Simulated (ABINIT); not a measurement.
## ZnS (Wurtzite-2H) in ABINIT: convergence with pawecutdg

Input of the first run (pawecutdg 22 Ha); the others differ in this setting and in those tied to it:

Contents of run.abi:

```
# Pseudopotentials
pp_dirpath "./"
pseudos "Zn.GGA_PBE-JTH.xml, S.GGA_PBE-JTH.xml"

# Structure
acell 7.2017462609 7.2017462609 11.7805526609
rprim
     1.0000000000     0.0000000000     0.0000000000
    -0.5000000000     0.8660254038     0.0000000000
     0.0000000000     0.0000000000     1.0000000000
ntypat 2
znucl 30 16
natom 4
typat 1 1 2 2
xred
     0.6666666667     0.3333333333     0.5000000000
     0.3333333333     0.6666666667     0.0000000000
     0.6666666667     0.3333333333     0.8850000000
     0.3333333333     0.6666666667     0.3850000000

# Plane-wave basis
ecut 22.0
pawecutdg 22.0
pawxcdev 0

# k points
kptopt 1
ngkpt 8 8 5
nshiftk 1
shiftk 0.0 0.0 0.0

# Exchange and correlation
ixc 11

# Bands and occupations
nband 22
occopt 6
tsmear 0.05 eV

# SCF cycle
nstep 100
tolvrs 1.0e-9

# Output
iomode 3
prtwf 0
prtden 0
prteig 0
prtebands 0
```

Potentials or basis: JTH PAW PBE v2.0.

Launch:

```sh
$ abinit run.abi > log 2>&1
```

Hardware: 1 thread of Arm Neoverse V1, with other jobs on the host.

Task: The values tried are 22 Ha, 26.4, 33, 39.6, 48.4, 59.4, 72.6, loosest first. From which on does the largest force stay within 0.005 eV/Å of the tightest run that finished?

Result: From 26.4 on.

```
pawecutdg  energy less the tightest run (meV/atom)  pressure (GPa)  largest force (eV/Å)  SCF cycles  CPU time (s)  peak memory (GiB)
    22 Ha                                     0.27            2.17                 0.310          21           100               0.14
     26.4                                     0.66            2.08                 0.318          26           130               0.15
       33                                     0.02            2.11                 0.314          21           100               0.15
     39.6                                     0.09            2.07                 0.315          22           110               0.16
     48.4                                     0.09            2.11                 0.319          21           100               0.17
     59.4                                     0.01            2.10                 0.318          22           110               0.19
     72.6                                     0.00            2.10                 0.317          22           110               0.23
```

Against the tightest run, the energy stays within 1 meV/atom from 22 Ha on; the pressure stays within 0.1 GPa from 22 Ha on. The tightest run that finished is the yardstick and may itself not be fully converged.
